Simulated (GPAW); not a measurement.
Hf:

```xyz
1
Lattice="0.0000 2.2200 2.2200 2.2200 0.0000 2.2200 2.2200 2.2200 0.0000" Properties=species:S:1:pos:R:3 pbc="T T T"
Hf    0.0000    0.0000    0.0000
```

This isn't the form of Hf at room conditions, which is hcp.

Base run:

| Quantity | Value |
| --- | --- |
| Program | GPAW 26.7.0 |
| Functional | rSCAN |
| Potentials or basis | GPAW PAW data sets (gpaw-data 1.2.1) |
| Cutoff | 600 eV |
| Basis | pw |
| k mesh | 10 × 10 × 10 |
| Occupations | fermi-dirac, width 0.05 eV |
| Spin | collinear spin, random start |
| Starting moments | [-0.24] μB |

Its results: band gap on the k mesh none (metal or under the smearing width); pressure 2.6 GPa.

Task: The run is repeated on the same cell with these changes: functional from rSCAN to r4SCAN; spin from collinear spin, random start to no spin polarisation. What comes out?

Result: Band gap on the k mesh none (metal or under the smearing width); pressure -0.3 GPa.

Several settings changed at once, so the effect can't be laid on one alone.

Caveats: the PAW data sets were made with another functional, which shifts forces and pressure a little.

Not every run made on this cell is shown here.
